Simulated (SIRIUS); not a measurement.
# PbSe in SIRIUS: a series of runs

The runs below take PbSe through band structure, with LDA, PBEsol.

All numbers are computed with SIRIUS 7.12.0; they aren't measurements. Logs are shortened: lines on timing, memory, paths and dates and some standing lists are left out, and cuts for length are marked. The log counts tension as positive stress, the text compression.

**1. The slab as given**

The cell holds a slab with vacuum, 4 atoms: a = 4.415 Å, b = 4.415 Å, c = 12.399 Å, α = 100.23°, β = 100.23°, γ = 90.13°.

**2. Band structure, LDA**

Input file sirius.json:

```json
{
  "control": {
    "processing_unit": "cpu",
    "std_evp_solver_name": "lapack",
    "gen_evp_solver_name": "lapack",
    "verbosity": 2,
    "print_forces": true,
    "ortho_rf": true,
    "use_second_variation": true,
    "rmt_max": 3.0,
    "num_bands_to_print": 24,
    "save_wf": true
  },
  "parameters": {
    "electronic_structure_method": "full_potential_lapwlo",
    "xc_functionals": ["XC_LDA_X", "XC_LDA_C_PW"],
    "core_relativity": "dirac",
    "valence_relativity": "iora",
    "num_fv_states": 67,
    "smearing": "fermi_dirac",
    "smearing_width": 0.0018374661,
    "pw_cutoff": 20,
    "gk_cutoff": 3.5,
    "lmax_apw": 11,
    "lmax_rho": 8,
    "lmax_pot": 8,
    "num_mag_dims": 0,
    "auto_rmt": 0,
    "ngridk": [6, 6, 3],
    "shiftk": [0, 0, 0],
    "num_dft_iter": 80,
    "energy_tol": 1e-07,
    "density_tol": 1e-05,
    "use_symmetry": true
  },
  "settings": {"tol_ne": 1e-10},
  "iterative_solver": {"type": "exact"},
  "mixer": {"type": "anderson", "beta": 0.5, "max_history": 8},
  "unit_cell": {
    "lattice_vectors": [[8.3429328938, 0.0, 0.0], [-0.0194850116, 8.34291014, 0.0], [-4.1617239409, -4.1714550701, 22.6782233867]],
    "atom_types": ["Pb", "Se"],
    "atom_files": {"Pb": "Pb.json", "Se": "Se.json"},
    "atoms": {
      "Pb": [[0.80684, 0.807304, 0.618443], [0.185454, 0.19981, 0.382376]],
      "Se": [[0.287332, 0.323146, 0.623194], [0.684266, 0.699895, 0.377965]]
    }
  }
}
```

Input file Pb.json:

```json
{
  "name": "lead",
  "symbol": "Pb",
  "number": 82,
  "mass": 207.2,
  "rmin": 1e-06,
  "rmt": 2.65,
  "nrmt": 800,
  "rinf": 17.22,
  "core": "1s2s2p3s3p3d4s4p4d",
  "valence": [
    {"basis": [{"enu": -0.21, "dme": 0, "n": 0, "auto": 0}, {"enu": -0.21, "dme": 1, "n": 0, "auto": 0}]},
    {"l": 0, "n": 1, "basis": [{"enu": -0.2173, "dme": 0, "n": 0, "auto": 0}]},
    {"l": 1, "n": 2, "basis": [{"enu": -0.11, "dme": 0, "n": 0, "auto": 0}]},
    {"l": 2, "n": 3, "basis": [{"enu": -0.11, "dme": 0, "n": 0, "auto": 0}]},
    {"l": 3, "n": 4, "basis": [{"enu": -0.11, "dme": 0, "n": 0, "auto": 0}]},
    {"l": 4, "n": 5, "basis": [{"enu": -0.11, "dme": 0, "n": 0, "auto": 0}]}
  ],
  "lo": [
    {
      "l": 0,
      "basis": [{"enu": -0.2173, "dme": 0, "n": 0, "auto": 0}, {"enu": -0.2173, "dme": 1, "n": 0, "auto": 0}]
    },
    {
      "l": 0,
      "basis": [{"enu": -5.2561, "dme": 0, "n": 5, "auto": 1}, {"enu": -5.2561, "dme": 1, "n": 5, "auto": 1}]
    },
    {
      "l": 0,
      "basis": [{"enu": -5.2561, "dme": 1, "n": 5, "auto": 1}, {"enu": -0.2173, "dme": 0, "n": 0, "auto": 0}]
    },
    {
      "l": 0,
      "basis": [{"enu": -0.2173, "dme": 0, "n": 0, "auto": 0}, {"enu": 2.061, "dme": 0, "n": 0, "auto": 0}]
    },
    {"l": 1, "basis": [{"enu": -0.11, "dme": 0, "n": 0, "auto": 0}, {"enu": -0.11, "dme": 1, "n": 0, "auto": 0}]},
[... 27 lines left out ...]
      "l": 3,
      "basis": [{"enu": -4.8874, "dme": 0, "n": 4, "auto": 1}, {"enu": -4.8874, "dme": 1, "n": 4, "auto": 1}]
    },
    {
      "l": 3,
      "basis": [{"enu": -4.8874, "dme": 1, "n": 4, "auto": 1}, {"enu": -0.11, "dme": 0, "n": 0, "auto": 0}]
    },
    {
      "l": 3,
      "basis": [{"enu": -0.11, "dme": 0, "n": 0, "auto": 0}, {"enu": 3.1937, "dme": 0, "n": 0, "auto": 0}]
    },
    {"l": 4, "basis": [{"enu": -0.11, "dme": 0, "n": 0, "auto": 0}, {"enu": -0.11, "dme": 1, "n": 0, "auto": 0}]},
    {
      "l": 4,
      "basis": [{"enu": -0.11, "dme": 0, "n": 0, "auto": 0}, {"enu": 2.6241, "dme": 0, "n": 0, "auto": 0}]
    }
  ],
  "free_atom": [... radial grid and density of the free atom, the start of the SCF ...]
}
```

Input file Se.json:

```json
{
  "name": "selenium",
  "symbol": "Se",
  "number": 34,
  "mass": 78.96,
  "rmin": 1e-06,
  "rmt": 2.4,
  "nrmt": 800,
  "rinf": 13.6,
  "core": "1s2s2p3s",
  "valence": [
    {"basis": [{"enu": -0.21, "dme": 0, "n": 0, "auto": 0}, {"enu": -0.21, "dme": 1, "n": 0, "auto": 0}]},
    {"l": 0, "n": 1, "basis": [{"enu": -0.2583, "dme": 0, "n": 0, "auto": 0}]},
    {"l": 1, "n": 2, "basis": [{"enu": -0.11, "dme": 0, "n": 0, "auto": 0}]},
    {"l": 2, "n": 3, "basis": [{"enu": -0.11, "dme": 0, "n": 0, "auto": 0}]},
    {"l": 3, "n": 4, "basis": [{"enu": -0.11, "dme": 0, "n": 0, "auto": 0}]}
  ],
  "lo": [
    {
      "l": 0,
      "basis": [{"enu": -0.2583, "dme": 0, "n": 0, "auto": 0}, {"enu": -0.2583, "dme": 1, "n": 0, "auto": 0}]
    },
    {
      "l": 0,
      "basis": [{"enu": -0.2583, "dme": 1, "n": 0, "auto": 0}, {"enu": -0.2583, "dme": 2, "n": 0, "auto": 0}]
    },
    {
      "l": 0,
      "basis": [{"enu": -0.2583, "dme": 0, "n": 0, "auto": 0}, {"enu": 1.825, "dme": 0, "n": 0, "auto": 0}]
    },
    {"l": 1, "basis": [{"enu": -0.11, "dme": 0, "n": 0, "auto": 0}, {"enu": -0.11, "dme": 1, "n": 0, "auto": 0}]},
    {
      "l": 1,
      "basis": [{"enu": -5.4706, "dme": 0, "n": 3, "auto": 1}, {"enu": -5.4706, "dme": 1, "n": 3, "auto": 1}]
    },
[... 10 lines left out ...]
      "l": 2,
      "basis": [{"enu": -1.8295, "dme": 0, "n": 3, "auto": 1}, {"enu": -1.8295, "dme": 1, "n": 3, "auto": 1}]
    },
    {
      "l": 2,
      "basis": [{"enu": -1.8295, "dme": 1, "n": 3, "auto": 1}, {"enu": -0.11, "dme": 0, "n": 0, "auto": 0}]
    },
    {
      "l": 2,
      "basis": [{"enu": -0.11, "dme": 0, "n": 0, "auto": 0}, {"enu": 3.5011, "dme": 0, "n": 0, "auto": 0}]
    },
    {"l": 3, "basis": [{"enu": -0.11, "dme": 0, "n": 0, "auto": 0}, {"enu": -0.11, "dme": 1, "n": 0, "auto": 0}]},
    {
      "l": 3,
      "basis": [{"enu": -0.11, "dme": 0, "n": 0, "auto": 0}, {"enu": 2.9108, "dme": 0, "n": 0, "auto": 0}]
    }
  ],
  "free_atom": [... radial grid and density of the free atom, the start of the SCF ...]
}
```

Input file sirius_start.json:

```json
{
  "control": {
    "processing_unit": "cpu",
    "std_evp_solver_name": "lapack",
    "gen_evp_solver_name": "lapack",
    "verbosity": 1,
    "print_forces": false,
    "ortho_rf": true,
    "use_second_variation": true,
    "rmt_max": 3.0,
    "num_bands_to_print": 24,
    "save_wf": false
  },
  "parameters": {
    "electronic_structure_method": "full_potential_lapwlo",
    "xc_functionals": ["XC_LDA_X", "XC_LDA_C_PW"],
    "core_relativity": "dirac",
    "valence_relativity": "iora",
    "num_fv_states": 67,
    "smearing": "fermi_dirac",
    "smearing_width": 0.0055123983,
    "pw_cutoff": 20,
    "gk_cutoff": 2.8,
    "lmax_apw": 11,
    "lmax_rho": 8,
    "lmax_pot": 8,
    "num_mag_dims": 0,
    "auto_rmt": 0,
    "ngridk": [2, 2, 1],
    "shiftk": [0, 0, 0],
    "num_dft_iter": 30,
    "energy_tol": 0.01,
    "density_tol": 0.05,
    "use_symmetry": true
  },
  "settings": {"tol_ne": 1e-10},
  "iterative_solver": {"type": "exact"},
  "mixer": {"type": "anderson", "beta": 0.5, "max_history": 8},
  "unit_cell": {
    "lattice_vectors": [[8.3429328938, 0.0, 0.0], [-0.0194850116, 8.34291014, 0.0], [-4.1617239409, -4.1714550701, 22.6782233867]],
    "atom_types": ["Pb", "Se"],
    "atom_files": {"Pb": "Pb.json", "Se": "Se.json"},
    "atoms": {
      "Pb": [[0.80684, 0.807304, 0.618443], [0.185454, 0.19981, 0.382376]],
      "Se": [[0.287332, 0.323146, 0.623194], [0.684266, 0.699895, 0.377965]]
    }
  }
}
```

Input file sirius_bands.json:

```json
{
  "control": {
    "processing_unit": "cpu",
    "std_evp_solver_name": "lapack",
    "gen_evp_solver_name": "lapack",
    "verbosity": 2,
    "print_forces": true,
    "ortho_rf": true,
    "use_second_variation": true,
    "rmt_max": 3.0,
    "num_bands_to_print": 24,
    "save_wf": true
  },
  "parameters": {
    "electronic_structure_method": "full_potential_lapwlo",
    "xc_functionals": ["XC_LDA_X", "XC_LDA_C_PW"],
    "core_relativity": "dirac",
    "valence_relativity": "iora",
    "num_fv_states": 67,
    "smearing": "fermi_dirac",
    "smearing_width": 0.0018374661,
    "pw_cutoff": 20,
    "gk_cutoff": 3.5,
    "lmax_apw": 11,
    "lmax_rho": 8,
    "lmax_pot": 8,
    "num_mag_dims": 0,
    "auto_rmt": 0,
    "ngridk": [6, 6, 3],
    "shiftk": [0, 0, 0],
    "num_dft_iter": 80,
    "energy_tol": 1e-07,
    "density_tol": 1e-05,
    "use_symmetry": true
  },
  "settings": {"tol_ne": 1e-10},
  "iterative_solver": {"type": "exact"},
  "mixer": {"type": "anderson", "beta": 0.5, "max_history": 8},
  "unit_cell": {
    "lattice_vectors": [[8.3429328938, 0.0, 0.0], [-0.0194850116, 8.34291014, 0.0], [-4.1617239409, -4.1714550701, 22.6782233867]],
    "atom_types": ["Pb", "Se"],
    "atom_files": {"Pb": "Pb.json", "Se": "Se.json"},
    "atoms": {
      "Pb": [[0.80684, 0.807304, 0.618443], [0.185454, 0.19981, 0.382376]],
      "Se": [[0.287332, 0.323146, 0.623194], [0.684266, 0.699895, 0.377965]]
    }
  },
  "kpoints_rel": {
    "G": [0.0, 0.0, 0.0],
    "C": [0.518042762, -0.481957238, -0.018042762],
    "C1": [0.481957238, 0.481957238, -0.981957238],
    "D": [0.5157862591, 0.4842137409, -0.5],
    "D1": [0.4842137409, -0.4842137409, -0.5],
    "L": [0.5, 0.0, -0.5],
    "H": [0.5, -0.5, -0.2672569819],
    "H1": [0.5, 0.5, -0.7327430181],
    "X": [0.5, 0.5, -0.5],
    "Y": [0.5, -0.5, 0.0],
    "Z": [0.0, 0.0, -0.5]
  },
  "kpoints_path": ["G", "Y", "C", "D", "X", "G", "Z", "D1", "H", "C"]
}
```

Potentials or basis: all-electron FP-LAPW, apw+lo standard.

Command:

```sh
$ OMP_NUM_THREADS=2 sirius.scf --input=sirius_start.json --output=start.json
$ OMP_NUM_THREADS=2 sirius.scf --input=sirius.json --output=output.json --task=1
$ OMP_NUM_THREADS=2 sirius.scf --input=sirius_bands.json --output=bands_out.json --task=2
```

The log of the run:

```text
[info] SIRIUS version : 7.12.0
[info] number of MPI ranks           : 1
[info] MPI grid                      : 1 1
[info] maximum number of OMP threads : 2
[fft] FFT context for density and potential
[fft] =====================================
[fft]   plane wave cutoff                     : 20
[fft]   grid size                             : 60 60 160   total : 576000
[fft]   grid limits                           : -29 30   -29 30   -79 80
[fft]   number of G-vectors within the cutoff : 213345
[fft]   number of G-shells                    : 27898
[fft] FFT context for coarse grid
[fft] =====================================
[fft]   plane wave cutoff                     : 7
[fft]   grid size                             : 24 24 60   total : 34560
[fft]   grid limits                           : -11 12   -11 12   -29 30
[fft]   number of G-vectors within the cutoff : 9171
[fft]   number of G-shells                    : 1305
[unit cell] lattice vectors
[unit cell]   a1 :       8.3429328938      0.0000000000      0.0000000000
[unit cell]   a2 :      -0.0194850116      8.3429101400      0.0000000000
[unit cell]   a3 :      -4.1617239409     -4.1714550701     22.6782233867
[unit cell] reciprocal lattice vectors
[unit cell]   b1 :       0.7531146885      0.0017589124      0.1385290461
[unit cell]   b2 :      -0.0000000000      0.7531167424      0.1385290461
[unit cell]   b3 :       0.0000000000     -0.0000000000      0.2770580923
[unit cell] unit cell volume :      1578.50275844 [a.u.^3]
[unit cell] 1/sqrt(omega)    :         0.02516966
[unit cell] MT volume        :       271.71530141 (17.21%)
[unit cell] IT volume        :      1306.78745703 (82.79%)
[unit cell] number of atom types : 2
[unit cell] type id : 0 symbol : Pb mt_radius :   2.650000 num_atoms : 2
[unit cell] type id : 1 symbol : Se mt_radius :   2.400000 num_atoms : 2
[unit cell] total number of atoms : 4
[unit cell] number of symmetry classes : 4
[unit cell] atom id  type id  class id             position                      vector_field
[unit cell] ------------------------------------------------------------------------------------------
[... 588 lines left out ...]
wrong number of electrons
  obtained value : 232
  target value : 232
  difference : 1.29059e-05
  total core leakage : 5.58499e-06
    atom class : 0, core leakage : 8.25911e-10
    atom class : 1, core leakage : 8.26156e-10
    atom class : 2, core leakage : 2.79183e-06
    atom class : 3, core leakage : 2.7915e-06
[find] Charges and magnetic moments
[find] --------------------------------------------------------------------------------
[find] atom      charge    core leakage
[find] --------------------------------------------------------------------------------
[find]    0   79.889326    8.259105e-10
[find]    1   79.883848    8.261561e-10
[find]    2   32.426440    2.791832e-06
[find]    3   32.425225    2.791505e-06
[find] total core leakage    : 5.58498839e-06
[find] interstitial charge   : 7.375148
[find] total charge          : 231.999987
[find] Energy
[find] --------------------------------------------------------------------------------
[find] valence_eval_sum               :    -304.28308707
[find] core_eval_sum                  :  -28431.49301711
[find] kinetic energy                 :   53647.06008407
[find] enuc                           :  -58831.85803593
[find] <rho|V^{XC}>                   :   -1230.75866013
[find] <rho|E^{XC}>                   :    -927.34470066
[find] <mag|B^{XC}>                   :       0.00000000
[find] <rho|V^{H}>                    :  -81152.07752812
[find] smearing (-TS)                 :      -0.00000000
[find] SCF correction                 :       0.00030167
[find] Total energy                   :  -46688.18111492 (Ha),  -93376.36222983 (Ry)
[find] Free energy (E-TS)             :  -46688.18111492 (Ha),  -93376.36222984 (Ry)
[find] band gap (eV)                  :       1.46701600
[find] Efermi                         :       0.00719128
[ground_state]
[ground_state] ==== total Forces in Ha/bohr =====
[ground_state] atom:    0, force:       0.0003783      0.0000397     -0.0107210
[ground_state] atom:    1, force:      -0.0000215     -0.0003257      0.0111426
[ground_state] atom:    2, force:       0.0009982      0.0002376     -0.0097548
[ground_state] atom:    3, force:      -0.0013530      0.0000469      0.0093369
[ground_state] ==== contribution from density =====
[ground_state] atom:    0, force:      -0.0445567      0.0195953      0.1450962
[ground_state] atom:    1, force:       0.0119020      0.0061917     -0.1459563
[ground_state] atom:    2, force:      -0.0157338      0.0123220     -0.2163395
[ground_state] atom:    3, force:       0.0020515     -0.0022120      0.2141640
[ground_state] ==== contribution from Hartree potential =====
[ground_state] atom:    0, force:       0.0343699     -0.0135538     -0.1196323
[ground_state] atom:    1, force:      -0.0104241     -0.0056115      0.1213070
[ground_state] atom:    2, force:       0.0310679     -0.0227056      0.2864541
[ground_state] atom:    3, force:      -0.0032376      0.0018933     -0.2847357
[ground_state] ==== contribution from IBS =====
[ground_state] atom:    0, force:       0.0105651     -0.0060018     -0.0361850
[ground_state] atom:    1, force:      -0.0014995     -0.0009060      0.0357920
[ground_state] atom:    2, force:      -0.0143360      0.0106212     -0.0798693
[ground_state] atom:    3, force:      -0.0001670      0.0003656      0.0799086
```

Run time: 30 min. Hardware: 2 threads of Arm Neoverse V1, shared host; peak memory 2.3 GiB.

What came out:

```yaml
Free_energy: -1270450.1294 eV
Largest_force: 0.573 eV/Å
Band_gap_on_the_k_mesh: 1.47 eV, direct
Band_gap_along_the_path: 1.40 eV, direct
All_electrons_inside_the_program's_atomic_spheres: Pb 79.89, 79.88; Se 32.43 (radii Pb 2.65, Se 2.4 bohr)
```

Forces on the atoms (eV/Å):
```
Pb   0.019  0.002 -0.551
Pb  -0.001 -0.017  0.573
Se   0.051  0.012 -0.502
Se  -0.070  0.002  0.480
```

Levels at the corners of the path, in eV from the valence-band top:
```tsv
point	band 56	band 57	band 58	band 59	band 60	band 61
Γ	-1.31	-1.29	-0.41	2.02	4.07	4.50
Y	-2.68	-1.30	-1.29	3.45	3.48	5.10
C	-2.66	-1.30	-1.29	3.43	3.48	5.10
D	-2.66	-1.30	-1.28	3.44	3.47	5.10
X	-2.68	-1.30	-1.29	3.45	3.47	5.10
Γ	-1.31	-1.29	-0.41	2.02	4.07	4.50
Z	-1.31	-1.29	-0.42	1.95	4.50	4.52
D1	-2.66	-1.30	-1.28	3.44	3.47	5.10
H	-2.68	-1.30	-1.29	3.45	3.48	5.11
C	-2.66	-1.30	-1.29	3.43	3.48	5.10
```

Caveat: spin-orbit coupling is left out, which as a rule narrows the gap of such compounds by several tenths of an eV.

[end of part 1 of 2]
